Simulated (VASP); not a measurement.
# Ti (P6_3/mmc) in VASP: settings compared, part 2 of 2

VASP 6.6.1. The steps go on from the part before.

**5. Relaxation of cell and atoms, r2SCAN**

INCAR

```
SYSTEM = Ti
ALGO = Normal ; EDIFF = 1E-6
EDIFFG = -0.01 ; ENCUT = 600
IBRION = 2 ; ISIF = 3
ISMEAR = 1 ; LASPH = .TRUE.
LCHARG = .FALSE. ; LMIXTAU = .TRUE.
LREAL = .FALSE. ; LWAVE = .FALSE.
METAGGA = R2SCAN ; NELM = 80
NSW = 90 ; PREC = Accurate
SIGMA = 0.1
```

KPOINTS

```
k-points
0
G
  15 15 8
  0 0 0
```

POSCAR

```
Ti
1.0
    2.9500000000      0.0000000000      0.0000000000
   -1.4750000000      2.5547749412      0.0000000000
    0.0000000000      0.0000000000      4.6800000000
Ti
2
Direct
    0.3333333333      0.6666666667      0.2500000000
    0.6666666667      0.3333333333      0.7500000000
```

Potentials or basis: VASP PAW PBE potentials, release 64 (Ti_sv).

Launch:

```console
cat potpaw_PBE.64/Ti_sv/POTCAR > POTCAR
mpirun -np 1 vasp_std > vasp.out
```

OUTCAR:

```text
SYSTEM = Ti
   EDIFF = 1E-6
   EDIFFG = -0.01
   ENCUT = 600
   IBRION = 2
   ISIF = 3
   ISMEAR = 1
   LASPH = .TRUE.
   LREAL = .FALSE.
   METAGGA = R2SCAN
   NELM = 80
   NSW = 90
   PREC = Accurate

 ion  position               nearest neighbor table
   1  0.333  0.667  0.250-   2 2.89   2 2.89   2 2.89   2 2.89   2 2.89   2 2.89
   2  0.667  0.333  0.750-   1 2.89   1 2.89   1 2.89   1 2.89   1 2.89   1 2.89

  LATTYP: Found a hexagonal cell.
 ALAT       =     2.9500000000
 C/A-ratio  =     1.5864406780

  Lattice vectors:

 A1 = (   2.9500000000,   0.0000000000,   0.0000000000)
 A2 = (  -1.4750000000,   2.5547749412,   0.0000000000)
 A3 = (   0.0000000000,   0.0000000000,   4.6800000000)

Analysis of symmetry for initial positions (statically):
=====================================================================
 Subroutine PRICEL returns:
 Original cell was already a primitive cell.

 Routine SETGRP: Setting up the symmetry group for a
 hexagonal supercell.

 Subroutine GETGRP returns: Found 24 space group operations
 (whereof 12 operations were pure point group operations)
 out of a pool of 24 trial point group operations.
[... 175 lines left out ...]
  -------------------------------------------------------------------------------------
  Total       -0.3501957     -0.3501957     -0.4749001      0.0000000      0.0000000     -0.0000000
  in kB      -15.9074596    -15.9074596    -21.5720950      0.0000000      0.0000000     -0.0000000
  external PRESSURE =     -17.7956714 kB  Pullay stress =       0.0000000 kB
[... 167 lines left out ...]
--------------------------------------- Ionic step        6  -------------------------------------------

 number of electron      23.9999994 magnetization

 Free energy of the ion-electron system (eV)
  ---------------------------------------------------
  ext. energy  EPLUGINS =         0.00000000
  ---------------------------------------------------
  free energy    TOTEN  =       -25.90230179 eV

  energy without entropy =      -25.90302212  energy(sigma->0) =      -25.90254190

 E-fermi :   8.4066     XC(G=0): -12.3965

 val. band max:        8.3886645144   @ k =   0.0667   0.0000   0.5000
 cond. band min:       8.4155591099   @ k =   0.3333   0.3333   0.2500
 fundamental gap:      0.0268945955
 Fermi energy:         8.4065861562

 k-point     1 :       0.0000    0.0000    0.0000
  band No.  band energies     occupation
      1     -50.8447      2.00000
      2     -50.6997      2.00000
      3     -26.4101      2.00000
      4     -25.7389      2.00000
      5     -25.7389      2.00000
      6     -25.6695      2.00000
[... 433 lines left out ...]
      3     -26.1778      2.00000
      4     -26.0530      2.00000
      5     -26.0389      2.00000
      6     -25.9736      2.00000
[... 8 lines left out ...]
     15       9.8568     -0.00000
     16      11.6032      0.00000

 [... further k-points ...]

------------------------ aborting loop because EDIFF is reached ----------------------------------------

  FORCE on cell =-STRESS in cart. coord.  units (eV):
  Direction    XX          YY          ZZ          XY          YZ          ZX
  --------------------------------------------------------------------------------------
  -------------------------------------------------------------------------------------
  Total       -0.0093154     -0.0093154     -0.0096777      0.0000000      0.0000000      0.0000000
  in kB       -0.4296418     -0.4296418     -0.4463510      0.0000000      0.0000000      0.0000000
  external PRESSURE =      -0.4352115 kB  Pullay stress =       0.0000000 kB
[... 17 lines left out ...]
  FREE ENERGIE OF THE ION-ELECTRON SYSTEM (eV)
  ---------------------------------------------------
  free  energy   TOTEN  =       -25.9023017885 eV

  energy  without entropy=      -25.9030221203  energy(sigma->0) =      -25.90254190

 reached required accuracy - stopping structural energy minimisation
```

OSZICAR:

```text
N       E                     dE             d eps       ncg     rms          rms(c)
DAV:   1     0.257242803000E+03    0.25724E+03   -0.15217E+04  4320   0.210E+03
DAV:   2    -0.241909837283E+01   -0.25966E+03   -0.25821E+03  4456   0.535E+02
DAV:   3    -0.331053282755E+02   -0.30686E+02   -0.30533E+02  8576   0.148E+02
[... 71 lines left out ...]
DAV:   4    -0.259023071533E+02   -0.11573E-06   -0.28112E-05  4656   0.807E-02    0.277E-03
DAV:   5    -0.259023007007E+02    0.64526E-05   -0.47829E-06  3912   0.301E-02    0.128E-03
DAV:   6    -0.259023026843E+02   -0.19836E-05   -0.86568E-07  2376   0.172E-02    0.920E-04
DAV:   7    -0.259023011504E+02    0.15339E-05   -0.29974E-07  2224   0.824E-03    0.551E-04
DAV:   8    -0.259023017885E+02   -0.63808E-06   -0.10632E-07  2216   0.504E-03
   6 F= -.25902302E+02 E0= -.25902542E+02  d E =-.827064E-04
```

Wall time 17 min (1 thread of Intel Xeon Platinum 8488C (Sapphire Rapids), shared host); peak memory 0.22 GiB.

What came out:

```
Free energy                            : -25.9023 eV
Relaxed volume                         : 17.37 Å³/atom
Relaxed cell                           : a = 2.940 Å, b = 2.940 Å, c = 4.642 Å, α = 90.00°, β = 90.00°, γ = 120.00°
Space group after relaxing (to 0.05 Å) : P6_3/mmc (No. 194)
Energy gained by relaxing              : 1.6 meV/atom
Ionic steps                            : 6
Pressure after relaxing                : 0.0 GPa
Band gap on the k mesh                 : none (metal or under the smearing width)
```

The path:
| step | energy change (eV) | largest force (eV/Å) | pressure (GPa) | volume (Å³) |
| --- | --- | --- | --- | --- |
| 1 | 0.0000 | 0.0000 | -1.78 | 35.27 |
| 2 | -0.0011 | 0.0000 | 1.56 | 34.28 |
| 3 | -0.0032 | 0.0000 | 0.05 | 34.72 |
| 4 | -0.0032 | 0.0000 | -0.02 | 34.73 |
| 5 | -0.0032 | 0.0000 | -0.03 | 34.74 |
| 6 | -0.0032 | 0.0000 | -0.04 | 34.74 |

Final structure:
```yaml
crystal:
  lattice:
    - [2.93958, 0.00000, 0.00000]
    - [-1.46979, 2.54575, 0.00000]
    - [0.00000, 0.00000, 4.64199]
  atoms:
    - { symbol: Ti, position: [0.33333, 0.66667, 0.25000] }
    - { symbol: Ti, position: [0.66667, 0.33333, 0.75000] }
```

Caveat: the PAW data sets were made with another functional, which shifts forces and pressure a little.

**6. Relaxation of cell and atoms, r2SCAN**

This run uses another cell than the first one, of 17.37 Å³/atom, 0.985 times its volume.

Edit INCAR of step 5 so:

```diff
@@ -1,4 +1,4 @@
 SYSTEM = Ti
-ALGO = Normal ; EDIFF = 1E-6
-EDIFFG = -0.01 ; ENCUT = 600
+ALGO = Normal ; EDIFF = 1E-7
+EDIFFG = -0.005 ; ENCUT = 600
 IBRION = 2 ; ISIF = 3
```

KPOINTS is that of step 5.

POSCAR

```
Ti                                      
1.0
    2.9395810005     -0.0000000000     -0.0000000000
   -1.4697905003      2.5457518230     -0.0000000000
   -0.0000000000     -0.0000000000      4.6419917150
  Ti            
     2
Direct
     0.3333333332999970    0.6666666667000030    0.2500000000000000
     0.6666666667000030    0.3333333332999970    0.7500000000000000
```

Potentials or basis: VASP PAW PBE potentials, release 64 (Ti_sv).

Launch:

```console
cat potpaw_PBE.64/Ti_sv/POTCAR > POTCAR
mpirun -np 1 vasp_std > vasp.out
```

Run time: 4.9 min. Hardware: 1 thread of Intel Xeon Platinum 8488C (Sapphire Rapids), shared host; peak memory 0.22 GiB.

Results (log left out):

```yaml
Free_energy: -25.9021 eV
Pressure_after_relaxing: 0.0 GPa
Band_gap_on_the_k_mesh: none (metal or under the smearing width)
```

Final structure:
```yaml
crystal:
  lattice:
    - [2.93958, 0.00000, 0.00000]
    - [-1.46979, 2.54575, 0.00000]
    - [0.00000, 0.00000, 4.64199]
  atoms:
    - { symbol: Ti, position: [0.33333, 0.66667, 0.25000] }
    - { symbol: Ti, position: [0.66667, 0.33333, 0.75000] }
```

Levels at points of the mesh, in eV from the Fermi level:
```csv
k point,band 9,band 10,band 11,band 12,band 13,band 14,band 15,band 16
"(0.00, 0.00, 0.00)",-6.63,-2.87,0.58,0.85,0.85,0.98,1.39,1.39
"(0.00, 0.00, 0.50)",-4.68,-4.68,0.06,0.06,0.76,0.76,0.76,0.76
```

Caveat: the relaxation stopped at its first step, so nothing moved; the PAW data sets were made with another functional, which shifts forces and pressure a little.

**7. Overview**

| task | level | cell | gap on the mesh (eV) | pressure (GPa) |
| --- | --- | --- | --- | --- |
| relaxation of shape and atoms at fixed volume | PBEsol | atoms relaxed at fixed volume from: a relaxed cell with its volume scaled by 1.02 | none | -2.3 |
| relaxation of shape and atoms at fixed volume | PBEsol | atoms relaxed at fixed volume from: a relaxed cell with its volume scaled by 1.04 | none | -4.3 |
| relaxation of shape and atoms at fixed volume | PBEsol | atoms relaxed at fixed volume from: a relaxed cell with its volume scaled by 1.06 | none | -6.2 |
| relaxation of cell and atoms | r2SCAN | relaxed | none | 0.0 |

Alike in all rows: potentials or basis VASP PAW PBE potentials, release 64 (Ti_sv); no spin polarisation; k mesh 15 × 15 × 8; cutoff (eV) 600; smearing methfessel-paxton 0.1 eV.

Caveats: the PAW data sets were made with another functional, which shifts forces and pressure a little; the relaxation stopped at its first step, so nothing moved (some runs).

Total energies depend on the potentials used, so only differences within one code and one set of settings carry meaning.
